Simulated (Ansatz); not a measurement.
Crystal: AlPt.

```
CELL_PARAMETERS angstrom
4.87893 0.00000 0.00000
0.00000 4.87893 0.00000
0.00000 0.00000 4.87893
ATOMIC_POSITIONS crystal
Pt 0.84494 0.65506 0.34494
Pt 0.65506 0.34494 0.84494
Pt 0.34494 0.84494 0.65506
Pt 0.15506 0.15506 0.15506
Al 0.15597 0.34403 0.65597
Al 0.34403 0.65597 0.15597
Al 0.65597 0.15597 0.34403
Al 0.84403 0.84403 0.84403
```

The cell is a database's computed one.

```yaml
Program: Ansatz 0.2.0
Task: single point
Functional: PBEsol
Potentials_or_basis: Ansatz PAW
Cutoff: "420 eV (not typed: the program's choice for these potentials)"
k_mesh: 6 × 6 × 6
Occupations: fermi-dirac, width 0.05 eV
Spin: no spin polarisation
```

On this cell: pressure -1.2 GPa; largest force 0.056 eV/Å; band gap on the k mesh none (metal or under the smearing width).

The same run follows on a disturbed copy (atoms moved at random, drawn with an rms of 0.05 Å):

```
Pt Al
1.0
     4.87893    0.00000    0.00000
     0.00000    4.87893    0.00000
     0.00000    0.00000    4.87893
Pt Al
4 4
Cartesian
  4.0909 3.2241 1.6861
  3.1602 1.6765 4.0871
  1.7028 4.1406 3.1659
  0.7620 0.7037 0.7475
  0.7458 1.7101 3.1901
  1.6581 3.2027 0.7988
  3.1803 0.7666 1.6671
  4.1456 4.1239 4.1026
```

Task: What changes?

Result: The energy (extrapolated to zero smearing) moves by +7.8 meV/atom; pressure -0.9 GPa; largest force 0.673 eV/Å; band gap on the k mesh none (metal or under the smearing width).

Forces on the atoms (eV/Å):
```
Pt   0.210 -0.375 -0.142
Pt   0.214  0.235  0.384
Pt  -0.167 -0.081  0.402
Pt  -0.261  0.615 -0.083
Al  -0.066 -0.211  0.028
Al   0.137 -0.298 -0.455
Al   0.210  0.156 -0.183
Al  -0.277 -0.040  0.048
```

Stress tensor (GPa, compression positive):
```
-0.77 -0.24  0.46
-0.24 -1.06  0.35
 0.46  0.35 -0.97
```

Caveats: the PAW data sets come from PBE, with cores solved anew for the run's functional, which leaves a small shift of forces and pressure.
